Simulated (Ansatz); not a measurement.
Name crystals whose computed values (PBE (plane waves, PAW; program Ansatz)) fall in these windows: highest Γ mode, no LO–TO term (cm⁻¹) 600 to 730; G_Hill (GPa) 120 to 150; Θ_D (K) 740 to 860.



```json
[
 {"crystal": "Ti3SiC2, P6_3/mmc (Si on 2b, C on 4f, Ti on 4f, Ti on 2a)", "highest Γ mode, no LO–TO term (cm⁻¹)": "665", "G_Hill (GPa)": "141", "Θ_D (K)": "803"}
]
```
Others may fit too.

The cell was relaxed under the symmetry of its start. Rows with no word on spin ran without spin polarisation.

Potentials: the later of the program's two PAW sets.
